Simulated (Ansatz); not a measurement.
# Moving the dispersion correction in HgTe

The cell as given:

```cif
data_structure
_symmetry_space_group_name_H-M 'F-43m'
_symmetry_Int_Tables_number 216
_cell_length_a 6.4290
_cell_length_b 6.4290
_cell_length_c 6.4290
_cell_angle_alpha 90.000
_cell_angle_beta 90.000
_cell_angle_gamma 90.000
_cell_volume 265.72
loop_
_atom_site_label
_atom_site_type_symbol
_atom_site_symmetry_multiplicity
_atom_site_Wyckoff_symbol
_atom_site_fract_x
_atom_site_fract_y
_atom_site_fract_z
_atom_site_occupancy
Hg1 Hg 4 a 0.00000 0.00000 0.00000 1
Te1 Te 4 c 0.25000 0.25000 0.25000 1
```

Kept alike: task relaxation of cell and atoms; functional PBE; k mesh 7 × 7 × 7; occupations fermi-dirac, width 0.05 eV; no spin polarisation. Program: Ansatz, Ansatz PAW, cutoff 420 eV. The mesh is that of the run's cell of 2 atoms. No spin-orbit coupling.

| dispersion correction | volume (Å³/atom) |
| --- | --- |
| D3(BJ) | 35.079 |
| D3(BJ)-ATM | 35.233 |
| D4 | 35.040 |
| none | 36.788 |

The relaxations keep at least the cell's symmetry (F-43m). For a metal such a mesh leaves the last digits unconverged. Relaxations stop with a little pressure left, so the last digits of a volume or edge aren't settled.

Question: What does the dispersion correction change here?

Answer: The volume runs from 35.040 (D4) to 36.788 Å³/atom (none). Against no correction: D3(BJ) -4.6 %; D3(BJ)-ATM -4.2 %; D4 -4.8 %. Dispersion terms mostly attract and so lower the volume; the schemes' coefficients and damping set how far.
